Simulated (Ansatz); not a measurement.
This is a one-shot G0W0 calculation with the plane-wave code Ansatz on AlAs (zincblende); the level of theory is G0W0@PBE with 196 empty bands, a screening cutoff of 150 eV and a 4×4×4 mesh. The cell was relaxed with r2SCAN and then strained, so it isn't that functional's minimum.

Input file:
```yaml
crystal:
  lattice:
    - [0.0, 2.8673138841, 2.8673138841]
    - [2.8673138841, 0.0, 2.8673138841]
    - [2.8673138841, 2.8673138841, 0.0]
  atoms:
    - { symbol: Al, position: [0.0, 0.0, 0.0] }
    - { symbol: As, position: [0.25, 0.25, 0.25] }
kpoints:
  mp_grid: { grid: [4, 4, 4] }
hamiltonian:
  xc: pbe
scf:
  occupations: { method: fixed }
gw:
  n_empty_bands: 196
  ecut_chi: 150
  qp_bands: [v2, c2]
  qp_kpoints: band_edges
  screening: { model: contour_deformation }
```

It took 4.6 s on 1 × NVIDIA H100 80GB HBM3 with 2 threads of AMD EPYC 7R13 Processor (Zen 3), on a shared host, load about 2.9 per core; peak host memory 1.4 GiB.

The log, with set-up remarks and timings taken out:
```
Functional definition: PBE
  parameter kappa = 0.804
  parameter beta = 0.06672455060314922
  exchange = pbe_x(kappa = kappa, mu = beta*pi^2/3)
  correlation = pbe_c(beta = beta)
Crystal: 2 atoms, lattice volume = 47.147 Å³
Basis set: ecut = 420 eV, 941 PW (Γ)
Bands: 13, of which v1, the nominal top of the filled ones, is band 9 counted from 1 (8 counted from 0)
Symmetry: 24 space group operations
Space group: F-43m (ITA 216)
k-points: 8 of 64 (time reversal used)
preconditioner: auto → none  [insulator: Δε(μ)=1.482 eV  ℏωp=15.3 eV]
Free energy (F): -5394.502321 eV
Fermi energy:    5.988482 eV
--- Band table (eV; the first three rows and the last of 8) ---
  k-point 0: bands = […, -28.3268, -28.3268, -5.6621, 5.9885, 5.9885, 5.9885, 7.7308, 10.1964, 10.1964, 10.1964]
  k-point 1: bands = […, -28.3268, -28.3268, -5.1143, 2.6659, 5.5258, 5.5258, 8.4288, 10.8132, 10.8132, 12.2096]
  k-point 2: bands = […, -28.3267, -28.3267, -4.3269, 0.5798, 5.1898, 5.1898, 7.9754, 10.6233, 10.6233, 13.6551]
  k-point 7: bands = […, -28.3270, -28.3264, -3.7835, 0.9942, 2.9543, 3.2882, 10.2901, 11.4212, 11.5351, 11.9929]
--- G₀W₀: contour deformation, 7 samples at zero and on the imaginary axis and 2 off it, 64 q-points, 196 empty bands' worth ---
    ik  band        ε_KS         Σx   Σc(E_QP)       V_xc       Z   E_QP_lin       E_QP  E_QP is
     0     8      5.9885   -15.8242     1.3249   -13.8095  0.7645     5.2916     5.2987  root
     0     9      5.9885   -15.8242     1.3249   -13.8095  0.7645     5.2916     5.2987  root
     0    10      7.7308    -9.3516    -4.0959   -13.7128  0.7759     7.9970     7.9961  root
     0    11     10.1964    -6.4539    -4.4317   -11.0322  0.7583    10.3433    10.3430  root
     1     8      5.5258   -15.6448     1.4451   -13.5005  0.7608     4.8189     4.8267  root
     1     9      5.5258   -15.6448     1.4451   -13.5005  0.7608     4.8189     4.8267  root
     1    10      8.4288    -7.8195    -4.0959   -12.0894  0.7731     8.6032     8.6027  root
     1    11     10.8132    -6.2317    -4.6071   -10.9670  0.7494    10.9418    10.9414  root
     2     8      5.1898   -15.6837     1.5930   -13.3744  0.7574     4.4649     4.4736  root
     2     9      5.1898   -15.6837     1.5930   -13.3744  0.7574     4.4649     4.4736  root
     2    10      7.9754    -7.7221    -3.9612   -11.8298  0.7764     8.1221     8.1218  root
     2    11     10.6233    -5.6329    -4.5042   -10.2310  0.7575    10.7174    10.7171  root
     3     8      4.7001   -15.2601     1.7025   -12.8331  0.7532     3.9659     3.9756  root
     3     9      4.7001   -15.2601     1.7025   -12.8331  0.7532     3.9659     3.9756  root
     3    10      8.5492    -5.9857    -4.0038   -10.0210  0.7752     8.5807     8.5807  root
     3    11      9.6583    -6.8716    -4.2693   -11.2365  0.7680     9.7540     9.7538  root
     4     8      3.3641   -14.7125     2.0859   -11.9031  0.7348     2.6270     2.6407  root
     4     9      4.4353   -15.3367     1.8299   -12.7694  0.7496     3.6873     3.6980  root
     4    10      8.5324    -5.9298    -3.9973    -9.9408  0.7773     8.5462     8.5462  root
     4    11     11.0377    -6.8416    -4.5816   -11.5047  0.7491    11.1192    11.1190  root
     6     8      3.8982   -15.3022     2.0645   -12.4821  0.7420     3.1298     3.1427  root
     6     9      3.8982   -15.3022     2.0645   -12.4821  0.7420     3.1298     3.1427  root
     6    10      7.4739    -5.2596    -3.7802    -8.9724  0.7839     7.4065     7.4065  root
     6    11      8.2669    -6.3321    -3.8434   -10.2041  0.7802     8.2955     8.2955  root
```

The rows of the band table are 0: (0, 0, 0) = Γ, 1: (0, 0, 1/4), 2: (0, 0, -1/2) = L, 7: (1/4, -1/2, -1/4) = W.

The points are ik 0 = (0, 0, 0) (Γ), ik 1 = (0, 0, 1/4), ik 2 = (0, 0, -1/2) (L), ik 3 = (0, 1/4, 1/4), ik 4 = (0, 1/4, -1/2), ik 6 = (0, -1/2, -1/2) (X); band 9 is the last filled one.

The quasiparticle gap on this mesh is 2.11 eV (Γ to X), against 1.49 eV from PBE: +0.62 eV. Renormalisation factors Z lie between 0.73 and 0.78. The G0W0 figures hold for the stated bands, cutoff and mesh and aren't extrapolated.

Calculated for a static, non-magnetic cell.

The runs are scalar-relativistic, without spin-orbit coupling.
